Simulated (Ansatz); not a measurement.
**Al3InAs4: the band gap up the ladder of functionals**

The task here is to estimate one member of a computed series from the others.

Program: Ansatz 0.2.0. PAW datasets, plane waves. The calculation is spin-unpolarised, and the structure need not be a phase that has been made.

**The cell**

The cell was relaxed beforehand with r2SCAN.

It is tetragonal, I-42m (No. 121); conventional cell a = 5.781 Å, c = 11.543 Å, 24.11 Å³ an atom. Al has 4 As at 2.47 Å; As has 3 Al at 2.45–2.47 Å and 1 In at 2.63 Å; Al has 4 As at 2.45 Å; In has 4 As at 2.63 Å.

As a file:

```
CELL_PARAMETERS angstrom
-2.89071 2.89071 5.77156
2.89071 -2.89071 5.77156
2.89071 2.89071 -5.77156
ATOMIC_POSITIONS crystal
Al 0.75000 0.25000 0.50000
As 0.13275 0.60649 0.00000
Al 0.50000 0.50000 0.00000
As 0.86725 0.86725 0.47374
Al 0.25000 0.75000 0.50000
As 0.60649 0.13275 0.00000
In 0.00000 0.00000 0.00000
As 0.39351 0.39351 0.52626
```

Set-up of the first run:

File input.yaml:

```yaml
crystal:
  lattice:
    - [-2.8907117544, 2.8907117544, 5.7715587761]
    - [2.8907117544, -2.8907117544, 5.7715587761]
    - [2.8907117544, 2.8907117544, -5.7715587761]
  atoms:
    - { symbol: Al, position: [0.75, 0.25, 0.5] }
    - { symbol: As, position: [0.1327466508, 0.6064887667, 0.0] }
    - { symbol: Al, position: [0.5, 0.5, 0.0] }
    - { symbol: As, position: [0.8672533492, 0.8672533492, 0.473742116] }
    - { symbol: Al, position: [0.25, 0.75, 0.5] }
    - { symbol: As, position: [0.6064887667, 0.1327466508, 0.0] }
    - { symbol: In, position: [0.0, 0.0, 0.0] }
    - { symbol: As, position: [0.3935112333, 0.3935112333, 0.526257884] }
kpoints:
  mp_grid: { grid: [6, 6, 6] }
  band_path:
    path:
      - [[0.0, 0.0, 0.0], [-1.355890757524e-17, 1.355890757524e-17, 0.5], [0.25, 0.25, 0.25], [-1.923462575301e-18, 0.5, 1.923462575301e-18], [0.0, 0.0, 0.0], [0.5, 0.5, -0.5], [0.3127138322476, 0.6872861677524, -0.3127138322476]]
      - [[-0.3127138322476, 0.3127138322476, 0.3127138322476], [0.0, 0.0, 0.0]]
      - [[-1.355890757524e-17, 1.355890757524e-17, 0.5], [-0.1254276644952, 0.1254276644952, 0.5]]
      - [[0.5, 0.5, -0.1254276644952], [0.5, 0.5, -0.5]]
    npoints: 10
hamiltonian:
  xc: pbe
scf:
  occupations: { method: fermi_dirac, width: 0.02 }
  n_extra_bands: 6
output:
  forces: true
  stress: true
  eigenvalues: true
```

Command:

```
> ansatz run input.yaml --threads 4 --pin off --max-ram 6451MiB --backend cpu --events-out ev --progress --plain --runs-dir out
```

Among the steps run: PBE band path; r2SCAN at the same geometry; HSE06 at the same geometry; PBE+SOC at the same geometry; PBE0 at the same geometry.

One table of the session follows, with a row left open; its other results are not shown here.

```
  level  gap (eV)
    PBE      1.35
 r2SCAN         ?
  HSE06      2.16
PBE+SOC      1.25
   PBE0      2.78
```

Q: Estimate the row for r2SCAN from the others.

As computed: gap (eV): 1.88. In the column «gap (eV)» it lies between PBE (1.35) and HSE06 (2.16).

Meshes: PBE 6×6×6, r2SCAN 6×6×6, HSE06 4×4×4, PBE+SOC 6×6×6, PBE0 4×4×4

What this shows: The gap runs from 1.25 eV (PBE+SOC) to 2.78 eV (PBE0). Against HSE06, PBE is short by 0.81 eV, at 62 % of it, and r2SCAN 87 %. PBE0 lies 0.63 eV above HSE06, which differs from it by screening the long-range exchange. The levels disagree on whether the gap is direct.

Limits of these values: Warnings in the runs' records: stress scf threshold loose, stress exchange threshold loose.
